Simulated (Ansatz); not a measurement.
Cd: strain energy, fitted

Cd, R-3m, a = 3.325 Å, c = 7.226 Å. This isn't the element's structure at ambient conditions. Ansatz: PBE, PAW, 420 eV, Γ-centred 15×15×6 mesh on 3 atoms, Gaussian smearing 0.10 eV; no spin polarisation. Series: strain along c alone, the other axes held, atoms fixed by symmetry; x is the strain in per cent. y is the free energy over the unstrained cell, V0 = 23.060 Å³/atom.

```tsv
x (%)	y (meV/atom)
-6.0	?
-4.0	13.95
-2.0	3.35
0.0	0.00
2.0	2.23
4.0	7.27
6.0	13.75
```

Fit y = c2 x² + c3 x³ to the other rows, turn c2 into a modulus, and predict the missing energy.

Least squares on the rows shown. y = 0.67351 x² − 0.049180 x³. In eV per unit strain² c2 is 6.735; this is C33 with relaxed ions (E = ½ C33 V0 ε²): 2 × 6.735 × 160.2 / (23.060) = 94 GPa. At x = -6.0 the fit asked for gives 34.87 meV/atom. The run gave 31.97 meV/atom, so the fit is 2.90 meV/atom too high, 9.1 % of the span of the series, against an rms of 0.21 meV/atom on the fitted rows. The row lies outside the fitted range. With a term in x⁴ added, a fit to the same known rows predicts 36.12 meV/atom, further off still.